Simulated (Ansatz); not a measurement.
A (001) slab of TaN (P6/mmm (No. 191)), 8 planes, outer planes TaN3 (top) and Ta (bottom), with 24 atoms (Ta12N12) in a surface cell of A = 23.463 Å², as cut from the bulk:

```yaml
crystal:
  lattice:
    - [5.20509, 0.00000, 0.00000]
    - [-2.60254, 4.50774, 0.00000]
    - [0.00000, 0.00000, 25.16256]
  atoms:
    - { symbol: Ta, position: [0.33333, 0.66667, 0.29806] }
    - { symbol: Ta, position: [0.66667, 0.33333, 0.29806] }
    - { symbol: Ta, position: [0.00000, 0.00000, 0.35576] }
    - { symbol: N, position: [0.00000, 0.50000, 0.35576] }
    - { symbol: N, position: [0.50000, 0.00000, 0.35576] }
    - { symbol: N, position: [0.50000, 0.50000, 0.35576] }
    - { symbol: Ta, position: [0.33333, 0.66667, 0.41346] }
    - { symbol: Ta, position: [0.66667, 0.33333, 0.41346] }
    - { symbol: Ta, position: [0.00000, 0.00000, 0.47115] }
    - { symbol: N, position: [0.00000, 0.50000, 0.47115] }
    - { symbol: N, position: [0.50000, 0.00000, 0.47115] }
    - { symbol: N, position: [0.50000, 0.50000, 0.47115] }
    - { symbol: Ta, position: [0.33333, 0.66667, 0.52885] }
    - { symbol: Ta, position: [0.66667, 0.33333, 0.52885] }
    - { symbol: Ta, position: [0.00000, 0.00000, 0.58654] }
    - { symbol: N, position: [0.00000, 0.50000, 0.58654] }
    - { symbol: N, position: [0.50000, 0.00000, 0.58654] }
    - { symbol: N, position: [0.50000, 0.50000, 0.58654] }
    - { symbol: Ta, position: [0.33333, 0.66667, 0.64424] }
    - { symbol: Ta, position: [0.66667, 0.33333, 0.64424] }
    - { symbol: Ta, position: [0.00000, 0.00000, 0.70194] }
    - { symbol: N, position: [0.00000, 0.50000, 0.70194] }
    - { symbol: N, position: [0.50000, 0.00000, 0.70194] }
    - { symbol: N, position: [0.50000, 0.50000, 0.70194] }
```

Method: Ansatz 0.2.0, DFT PBEsol, scalar-relativistic, plane waves, PAW. Cutoff 420 eV; k points 9×9×1 on the computed 24-atom cell (Γ-centred); Gaussian smearing, width 0.10 eV; no spin polarisation. The cell repeats along c with a dipole correction in the vacuum.

Against the same 24 atoms in the bulk, the slab as cut lies 13.245 eV higher and the relaxed slab 11.836 eV higher.

Question: Work out the surface energy before and after relaxation.

Answer: The slab has two faces, so γ = (E_slab − N·E_bulk)/(2A), the mean of both. As cut: 13.245/(2 × 23.463) = 0.2823 eV/Å², and 1 eV/Å² = 16.02 J/m², so γ = 4.52 J/m². Relaxed: 11.836/(2 × 23.463) = 0.2522 eV/Å² = 4.04 J/m². Relaxation recovers 11 % of the cost of cutting.

Question: What is the ideal work of this cut, per area?

Answer: Griffith's ideal work is 2γ: 9.04 J/m² if the new faces stay rigid, 8.08 J/m² if they relax. One thickness was run, 8 planes, so γ can still shift with it.

The reference crystal is a form of TaN, which isn't its usual structure.

Most of the cost of this cut remains after the atoms relax: the mean surface energy falls only from 4.52 to 4.04 J/m². The geometry explains why. The short Ta–N contacts run between the Ta and TaN3 planes, so a basal cut severs strong bonds of mixed Ta 5d–N 2p covalent and ionic character, leaving the outer Ta atoms without N neighbours on one side. Relaxation can strengthen the remaining back-bonds and redistribute charge, but it can't replace the missing partners.

The two faces are also chemically unlike, one metal-terminated and the other nitrogen-rich, and the alternating planes carry opposite formal charges. The cut is therefore polar, and charge transfer between the faces, together with screening by Ta d electrons, probably limits the resulting field. The work of separation is meaningful for this complementary pair, but the mean doesn't reveal which face is cheaper, nor whether a reconstructed or off-stoichiometric termination would be favoured at a given nitrogen chemical potential.
